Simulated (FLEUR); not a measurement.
# Magnetic state of MnS (Rambergite) from several starts, part 3 of 4

Wanted: the moments of MnS (Rambergite) and the energy of each order that was tried.

FLEUR MaX-R8.1; PBE with U = 4 eV on Mn d; all-electron FLAPW, Dirac cores, scalar-relativistic bands.

So far, largest spin moment in the muffin-tin sphere (μB): step 2 (start 1: ferro ++) 4.73; step 3 (order 2, typed as antiferro +-) 4.66; step 4 (run 3 (antiferro q=(0,1/2,0) +--+)) 4.62.

The database entry behind the starting cell differs from later determinations by our own check (about 0.3 % short against later determinations), so it need not match the best structure at ambient conditions.

## 5. Order 4, typed as antiferro q=(0,1/2,0) +-+-

Another pattern of signs weighs the neighbour shells otherwise.

This order needs a doubled cell of 8 atoms. The mesh is halved along the doubled vector, so that both cells sample the same points.

Contents of inp.xml:

```
<?xml version="1.0" encoding="UTF-8" standalone="no"?>
<fleurInput fleurInputVersion="0.39">
   <comment>
      MnS
   </comment>
   <calculationSetup>
      <cutoffs Kmax="4.29" Gmax="12.9" GmaxXC="12.9" numbands="0"/>
      <scfLoop itmax="120" minDistance="0.0001" maxIterBroyd="15" imix="Anderson" alpha="0.05" precondParam="0.0" spinf="2.0" sdNocoIR="T"/>
      <coreElectrons ctail="T" frcor="F" kcrel="0" coretail_lmax="0"/>
      <xcFunctional name="pbe" relativisticCorrections="F"/>
      <magnetism jspins="2"/>
      <soc l_soc="F" theta="0.0" phi="0.0" spav="F"/>
      <expertModes spex="0" secvar="F"/>
      <geometryOptimization l_f="F" forcealpha="1.0" forcemix="BFGS" epsdisp="0.00001" epsforce="0.00001"/>
      <ldaU l_linMix="F" mixParam="0.05" spinf="1.0"/>
   </calculationSetup>
   <cell>
      <bzIntegration valenceElectrons="84.0" mode="hist" fermiSmearingEnergy="0.00183747">
         <kPointListSelection listName="default-1"/>
         <xi:include xmlns:xi="http://www.w3.org/2001/XInclude" href="kpts.xml"> </xi:include>
      </bzIntegration>
      <xi:include xmlns:xi="http://www.w3.org/2001/XInclude" href="sym.xml"> </xi:include>
      <bulkLattice scale="1.0">
         <bravaisMatrix>
            <row-1>    7.5135510714095997     0.0000000000000000     0.0000000000000000</row-1>
            <row-2>   -7.5135510714095997    13.0138522007676372     0.0000000000000000</row-2>
            <row-3>    0.0000000000000000     0.0000000000000000    12.1547184334272007</row-3>
         </bravaisMatrix>
      </bulkLattice>
   </cell>
   <atomSpecies>
      <species name="Manganese 4.500" element="Mn" atomicNumber="25">
         <mtSphere radius="2.69" gridPoints="889" logIncrement="0.014"/>
         <atomicCutoffs lmax="10" lnonsphr="8"/>
         <electronConfig flipSpins="F">
            <coreConfig>(1s1/2) (2s1/2) (2p1/2) (2p3/2)</coreConfig>
            <valenceConfig>(3s1/2) (3p1/2) (3p3/2) (4s1/2) (3d3/2) (3d5/2)</valenceConfig>
            <stateOccupation state="(3d3/2)" spinUp="1.75" spinDown="0.25"/>
            <stateOccupation state="(3d5/2)" spinUp="3.0" spinDown="0.0"/>
         </electronConfig>
         <energyParameters s="4" p="4" d="3" f="4"/>
         <ldaU l="2" U="4.0" J="0.0" l_amf="F"/>
         <lo type="SCLO" l="0" n="3" eDeriv="0"/>
         <lo type="SCLO" l="1" n="3" eDeriv="0"/>
      </species>
      <species name="Manganese -4.500" element="Mn" atomicNumber="25">
         <mtSphere radius="2.69" gridPoints="889" logIncrement="0.014"/>
         <atomicCutoffs lmax="10" lnonsphr="8"/>
         <electronConfig flipSpins="F">
            <coreConfig>(1s1/2) (2s1/2) (2p1/2) (2p3/2)</coreConfig>
            <valenceConfig>(3s1/2) (3p1/2) (3p3/2) (4s1/2) (3d3/2) (3d5/2)</valenceConfig>
            <stateOccupation state="(3d3/2)" spinUp="0.25" spinDown="1.75"/>
            <stateOccupation state="(3d5/2)" spinUp="0.0" spinDown="3.0"/>
         </electronConfig>
         <energyParameters s="4" p="4" d="3" f="4"/>
         <ldaU l="2" U="4.0" J="0.0" l_amf="F"/>
         <lo type="SCLO" l="0" n="3" eDeriv="0"/>
         <lo type="SCLO" l="1" n="3" eDeriv="0"/>
      </species>
      <species name="Sulfur (S)" element="S" atomicNumber="16">
         <mtSphere radius="1.75" gridPoints="579" logIncrement="0.02"/>
         <atomicCutoffs lmax="6" lnonsphr="4"/>
         <electronConfig flipSpins="F">
            <coreConfig>(1s1/2) (2s1/2) (2p1/2) (2p3/2)</coreConfig>
            <valenceConfig>(3s1/2) (3p1/2) (3p3/2)</valenceConfig>
            <stateOccupation state="(3p1/2)" spinUp="0.666667" spinDown="0.666667"/>
            <stateOccupation state="(3p3/2)" spinUp="1.333333" spinDown="1.333333"/>
         </electronConfig>
         <energyParameters s="3" p="3" d="3" f="4"/>
      </species>
   </atomSpecies>
   <atomGroups>
      <atomGroup species="Manganese 4.500">
         <relPos label="                   1">1.000/3.000 1.000/3.000 .0000000000</relPos>
         <relPos label="                   3">-1.000/3.000 1.000/6.000 1.000/2.000</relPos>
         <force calculate="T" relaxXYZ="TTT"/>
      </atomGroup>
      <atomGroup species="Manganese -4.500">
         <relPos label="                   2">1.000/3.000 -1.000/6.000 .0000000000</relPos>
         <relPos label="                   4">-1.000/3.000 -1.000/3.000 1.000/2.000</relPos>
         <force calculate="T" relaxXYZ="TTT"/>
      </atomGroup>
      <atomGroup species="Sulfur (S)">
         <relPos label="                   5">1.000/3.000 1.000/3.000 .3850000000</relPos>
         <relPos label="                   7">-1.000/3.000 1.000/6.000 -.1150000000</relPos>
         <force calculate="T" relaxXYZ="TTT"/>
      </atomGroup>
      <atomGroup species="Sulfur (S)">
         <relPos label="                   6">1.000/3.000 -1.000/6.000 .3850000000</relPos>
         <relPos label="                   8">-1.000/3.000 -1.000/3.000 -.1150000000</relPos>
         <force calculate="T" relaxXYZ="TTT"/>
      </atomGroup>
   </atomGroups>
   <output dos="F" band="F" slice="F">
      <bandDOS minEnergy="-.5*Htr" maxEnergy="0.5*Htr" sigma="0.015" storeEVData="T"/>
      <plotting iplot="0" polar="F">
         <plot TwoD="T" vec1="  1.0  0.0  0.0" vec2="  0.0  1.0  0.0" vec3="  0.0  0.0  1.0" zero="  0.0  0.0  0.0" file="plot"/>
      </plotting>
      <moessbauerParams electricFieldGradient="F" isomerShift="F" coreHyperfine="F" valenceHyperfine="F"/>
   </output>
</fleurInput>
```

Contents of crystal.txt:

```
MnS
&input film=F cartesian=F /
3.97600000000  0.00000000000  0.00000000000
-3.97600000000  6.88663401080  0.00000000000
0.00000000000  0.00000000000  6.43200000000
1.8897261246
1.0 1.0 1.0

8
25 0.33333333340  0.33333333340  0.00000000000 : 4.500
25 0.33333333335  0.83333333335  0.00000000000 : -4.500
25 0.66666666660  0.16666666660  0.50000000000 : 4.500
25 0.66666666665  0.66666666665  0.50000000000 : -4.500
16 0.33333333340  0.33333333340  0.38500000000
16 0.33333333335  0.83333333335  0.38500000000
16 0.66666666660  0.16666666660  0.88500000000
16 0.66666666665  0.66666666665  0.88500000000

&kpt div1=8 div2=4 div3=4 gamma=T /
```

Command:

```bash
$ OMP_NUM_THREADS=1 inpgen -f crystal.txt > inpgen.log  # inp.xml is then edited as shown
$ OMP_NUM_THREADS=1 mpirun -n 4 fleur_MPI > fleur.log
```

The log of the run:

```text
[banner, memory and clock lines left out]
Welcome to FLEUR        (www.flapw.de)
      MaX-Release 8.1          (www.max-centre.eu)

 ========== k-point set info ==========
 Selected k-point list: default-1
 k-point list type: mesh
 0 x 0 x 0
 Number of k points: 56

 [... set-up left out ...]
 no density matrix found ... skipping LDA+U
 Reset of history
 Iteration:     1   Distance:       8.87655638 me/bohr^3
 Iteration:     2   Distance:       8.61492791 me/bohr^3
 Iteration:     3   Distance:       7.93586473 me/bohr^3
 Iteration:     4   Distance:       4.12196309 me/bohr^3
[...]
[... left out ...]
            <freeEnergy value="-6231.4259171467"/>
            <extrapolationTo0K value="-6231.4259171467"/>
         </totalEnergy>
         [... left out ...]
         <ldaUDensityMatrixConvergence>
            <distance spin="1" distance="0.000001"/>
            <distance spin="2" distance="0.000001"/>
         </ldaUDensityMatrixConvergence>
         <densityConvergence units="me/bohr^3">
            <chargeDensity spin="1" distance="0.0000353504"/>
            <chargeDensity spin="2" distance="0.0000353435"/>
            <overallChargeDensity distance="0.0000404709"/>
            <spinDensity distance="0.0000579631"/>
         </densityConvergence>
      </iteration>
```

Run time: 17 min. Hardware: 4 MPI ranks of Intel Xeon 6975P-C (Granite Rapids), shared host; peak memory 1.4 GiB.

Read from the output:

```yaml
free_energy: -169565.7375 eV
program_s_band_gap_on_this_mesh_in_a_metal_only_a_level_spacing: 2.478 eV
magnetization: 0 μB
final_state: antiferromagnetic
largest_moment: 4.641 μB
```

It lies 67.5 meV a seeded atom under the first start, and its largest moment is 4.64 μB against 4.73 μB.

## 6. Start 5: antiferro q=(0,0,1/2) +-+-

Reversing part of the moments tests the sign of the couplings between them.

This order needs a doubled cell of 8 atoms. The mesh is halved along the doubled vector, so that both cells sample the same points. The k list default-1 (kpts.xml, not shown) is a Γ-centred 8×8×2 mesh.

inp.xml: that of step 5 with these lines changed.

```diff
@@ -24,5 +24,5 @@
          <bravaisMatrix>
-            <row-1>    7.5135510714095997     0.0000000000000000     0.0000000000000000</row-1>
-            <row-2>   -7.5135510714095997    13.0138522007676372     0.0000000000000000</row-2>
-            <row-3>    0.0000000000000000     0.0000000000000000    12.1547184334272007</row-3>
+            <row-1>    7.5135510713529081     0.0000000000188973     0.0000000000000000</row-1>
+            <row-2>   -3.7567755356859025     6.5069261004216132     0.0000000000000000</row-2>
+            <row-3>    0.0000000000000000     0.0000000000000000    24.3094368668544014</row-3>
          </bravaisMatrix>
@@ -73,4 +73,3 @@
       <atomGroup species="Manganese 4.500">
-         <relPos label="                   1">1.000/3.000 1.000/3.000 .0000000000</relPos>
-         <relPos label="                   3">-1.000/3.000 1.000/6.000 1.000/2.000</relPos>
+         <relPos label="                   1">1.000/3.000 -1.000/3.000 .0000000000</relPos>
          <force calculate="T" relaxXYZ="TTT"/>
@@ -78,4 +77,11 @@
       <atomGroup species="Manganese -4.500">
-         <relPos label="                   2">1.000/3.000 -1.000/6.000 .0000000000</relPos>
-         <relPos label="                   4">-1.000/3.000 -1.000/3.000 1.000/2.000</relPos>
+         <relPos label="                   2">1.000/3.000 -1.000/3.000 1.000/2.000</relPos>
+         <force calculate="T" relaxXYZ="TTT"/>
+      </atomGroup>
+      <atomGroup species="Manganese 4.500">
+         <relPos label="                   3">-1.000/3.000 1.000/3.000 1.000/4.000</relPos>
+         <force calculate="T" relaxXYZ="TTT"/>
+      </atomGroup>
+      <atomGroup species="Manganese -4.500">
+         <relPos label="                   4">-1.000/3.000 1.000/3.000 -1.000/4.000</relPos>
          <force calculate="T" relaxXYZ="TTT"/>
@@ -83,4 +89,3 @@
       <atomGroup species="Sulfur (S)">
-         <relPos label="                   5">1.000/3.000 1.000/3.000 .3850000000</relPos>
-         <relPos label="                   7">-1.000/3.000 1.000/6.000 -.1150000000</relPos>
+         <relPos label="                   5">1.000/3.000 -1.000/3.000 .1925000000</relPos>
          <force calculate="T" relaxXYZ="TTT"/>
@@ -88,4 +93,11 @@
       <atomGroup species="Sulfur (S)">
-         <relPos label="                   6">1.000/3.000 -1.000/6.000 .3850000000</relPos>
-         <relPos label="                   8">-1.000/3.000 -1.000/3.000 -.1150000000</relPos>
+         <relPos label="                   6">1.000/3.000 -1.000/3.000 -.3075000000</relPos>
+         <force calculate="T" relaxXYZ="TTT"/>
+      </atomGroup>
+      <atomGroup species="Sulfur (S)">
+         <relPos label="                   7">-1.000/3.000 1.000/3.000 .4425000000</relPos>
+         <force calculate="T" relaxXYZ="TTT"/>
+      </atomGroup>
+      <atomGroup species="Sulfur (S)">
+         <relPos label="                   8">-1.000/3.000 1.000/3.000 -.0575000000</relPos>
          <force calculate="T" relaxXYZ="TTT"/>
```

Contents of crystal.txt:

```
MnS
&input film=F cartesian=F /
3.97599999997  0.00000000001  0.00000000000
-1.98799999999  3.44331700542  0.00000000000
0.00000000000  0.00000000000  12.86400000000
1.8897261246
1.0 1.0 1.0

8
25 0.33333333333  0.66666666667  0.00000000000 : 4.500
25 0.33333333333  0.66666666667  0.50000000000 : -4.500
25 0.66666666667  0.33333333333  0.25000000000 : 4.500
25 0.66666666667  0.33333333333  0.75000000000 : -4.500
16 0.33333333333  0.66666666667  0.19250000000
16 0.33333333333  0.66666666667  0.69250000000
16 0.66666666667  0.33333333333  0.44250000000
16 0.66666666667  0.33333333333  0.94250000000

&kpt div1=8 div2=8 div3=2 gamma=T /
```

The log of the run:

```text
[banner, memory and clock lines left out]
Welcome to FLEUR        (www.flapw.de)
      MaX-Release 8.1          (www.max-centre.eu)

 ========== k-point set info ==========
 Selected k-point list: default-1
 k-point list type: mesh
 8 x 8 x 2
 Number of k points: 20

 [... set-up left out ...]
 no density matrix found ... skipping LDA+U
 Reset of history
 Iteration:     1   Distance:       8.94740821 me/bohr^3
 Iteration:     2   Distance:       8.63415327 me/bohr^3
 Iteration:     3   Distance:       7.95149307 me/bohr^3
 Iteration:     4   Distance:       4.09135301 me/bohr^3
[...]
(+0.00000,+0.00000) (+0.00101,+0.02743) (+0.00000,+0.00000) (+0.00000,+0.00000) (+0.06738,+0.00000)
            </densityMatrixFor>
            <densityMatrixFor spin="2" atomType="1" uIndex="1" l="2" U="4.00000000" J="0.00000000">
               (+0.07053,+0.00000) (+0.00000,+0.00000) (+0.00000,+0.00000) (+0.00120,-0.02681) (+0.00000,+0.00000)
               (+0.00000,+0.00000) (+0.04107,+0.00000) (+0.00000,+0.00000) (+0.00000,+0.00000) (+0.00120,+0.02681)
               (+0.00000,+0.00000) (+0.00000,+0.00000) (+0.08613,+0.00000) (+0.00000,+0.00000) (+0.00000,+0.00000)
[... rest left out ...]
```

Elapsed: 9 min, on 4 MPI ranks; peak memory 1 GiB.

This step gave:

- free energy: -169565.5855 eV
- program's band gap on this mesh (in a metal only a level spacing): 2.023 eV
- magnetization: 0 μB
- final state: antiferromagnetic
- largest moment: 4.688 μB

It lies 29.6 meV a seeded atom under the first start, and its largest moment is 4.69 μB against 4.73 μB.

(Part 3 of 4 ends here.)

[Logs and program files are shortened in this print: banners, set-up blocks, solver, clock and traceback lines can be left out without a mark of their own.]

[Logs are printed without paths, hosts, clocks, repeated set-up lines and the standing remarks that a program may print on its own settings, such as how far it seeks lower states.]

[Hosts, paths, dates, database ids (printed as entryN), source tags and the programs' standing remarks are cut or masked in the printed files.]

[Where a cell is said to come from a database of computed structures, the database is the Materials Project.]
